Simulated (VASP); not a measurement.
La2O3: G0W0 quasiparticle levels with LDA

Crystal: La2O3.

```xyz
5
Lattice="6.3703 0.0000 0.0000 -3.1851 5.5168 0.0000 0.0000 0.0000 3.2899" Properties=species:S:1:pos:R:3 pbc="T T T"
La    3.1851    1.8389    1.6387
La    0.0000    3.6779    1.6512
O     3.2145    0.0000    0.0000
O    -1.6072    2.7838    0.0000
O     1.5779    2.7330    0.0000
```

The cell comes from a database or a generator and needn't be the stable form of this composition.

```
Program                         : VASP 6.6.1
Task                            : G0W0 quasiparticle levels
Functional                      : LDA
Potentials or basis             : VASP PAW LDA potentials, release 64 (La_GW, O_GW)
Cutoff                          : 500 eV
k mesh                          : 2 × 2 × 4
Occupations                     : gaussian, width 0.01 eV
Spin                            : no spin polarisation
Ladder                          : free
GW scheme                       : G0W0
GW iterations                   : 1
Cutoff of the response function : 120
Frequency points                : 50
Empty bands                     : 345
Further INCAR settings          : ALGO = EVGW0; EDIFF = 1e-08; NBANDS = 365
```

```
Band gap on the k mesh, mean-field level : 1.48 eV, indirect (least direct gap 1.94 eV)
Quasiparticle gap                        : 2.77 eV
Least direct quasiparticle gap           : 3.19 eV
```

Levels at points of the mesh, in eV from the valence-band top:
```csv
k point,band 18,band 19,band 20,band 21,band 22,band 23
"(0.00, 0.00, 0.00)",-0.97,-0.67,-0.46,1.48,3.31,3.78
"(0.50, 0.00, 0.00)",-1.14,-1.04,-0.91,2.56,3.33,4.00
"(0.00, 0.00, 0.50)",-1.13,-0.27,0.00,4.04,4.11,4.13
"(0.50, 0.00, 0.50)",-1.30,-0.63,-0.62,4.09,4.14,4.17
```

It took 3.2 min on 4 MPI ranks on Intel(R) Xeon(R) Platinum 8488C (Sapphire Rapids), on a shared host, peak memory 1.6 GiB a rank.

Caveat: the k mesh is coarse (spacing up to 0.57 Å⁻¹), so the values aren't converged; bands, screening cutoff and mesh are small and nothing is extrapolated, so the quasiparticle values aren't converged; spin-orbit coupling is left out, which moves the levels of the heavy elements. A k mesh can miss the band edges.
